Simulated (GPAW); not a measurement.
NiO:

```
Ni O
1.0
     0.00000    2.08590    2.08590
     2.08590    0.00000    2.08590
     2.08590    2.08590    0.00000
Ni O
1 1
Direct
  0.00000 0.00000 0.00000
  0.50000 0.50000 0.50000
```

- Program: GPAW 26.7.0
- Task: relaxation of cell and atoms
- Functional: RPBE
- Dispersion: D4
- Potentials or basis: the program's PAW data sets (release 1.2.1) made for this functional
- Cutoff: 800 eV
- Basis: pw
- k mesh: 11 × 11 × 11
- Occupations: fermi-dirac, width 0.05 eV
- Spin: collinear spin, ferromagnetic start
- Starting moments: [1.0, 0.0] μB

At the start: pressure 8.1 GPa; volume 9.08 Å³/atom.

Task: How do energy, volume and symmetry change on relaxing?

Result: Over 17 steps the energy falls by 86.4 meV/atom and the volume is 9.45 Å³/atom (+4.1 %); space group Fm-3m (No. 225, to 0.05 Å); moment 1.88 μB per cell.

Step by step:
| step | energy change (eV) | largest force (eV/Å) | pressure (GPa) | volume (Å³) |
| --- | --- | --- | --- | --- |
| 1 | 0.0000 | 0.0000 | 8.08 | 18.15 |
| 2 | -0.0060 | 0.0000 | 6.63 | 18.28 |
| 3 | -0.0142 | 0.0000 | 4.46 | 18.51 |
| 4 | -0.1684 | 0.0000 | 26.16 | 18.81 |
| 5 | -0.1584 | 0.0000 | -6.57 | 19.57 |
| 6 | -0.1595 | 0.0000 | -6.34 | 19.54 |
| 7 | -0.1616 | 0.0000 | -5.88 | 19.48 |
| 8 | -0.1643 | 0.0000 | -5.21 | 19.40 |
| 9 | -0.1673 | 0.0000 | -4.33 | 19.29 |
| 10 | -0.1700 | 0.0000 | -3.28 | 19.17 |
| 11 | -0.1720 | 0.0000 | -2.06 | 19.03 |
| 12 | -0.1727 | 0.0000 | 1.19 | 18.89 |
| 13 | -0.1727 | 0.0000 | 1.09 | 18.89 |
| 14 | -0.1727 | 0.0000 | 0.92 | 18.89 |
| 15 | -0.1728 | 0.0000 | 0.69 | 18.89 |
| 16 | -0.1728 | 0.0000 | 0.45 | 18.90 |
| 17 | -0.1728 | 0.0000 | 0.22 | 18.90 |

Final structure:
```
Ni O
1.0
     0.00019    2.11438    2.11438
     2.11438    0.00019    2.11438
     2.11438    2.11438    0.00019
Ni O
1 1
Direct
  0.00000 0.00000 0.00000
  0.50000 0.50000 0.50000
```

Caveat: each step starts from the last one's moments, so a moment once lost doesn't come back; the stock nickel data set gives pressures a few GPa off other programs; later steps reuse the first step's grids; a cell with one magnetic atom can't hold antiferromagnetic order, which such compounds often take; pairwise dispersion overbinds metals, which lowers pressure and volume.
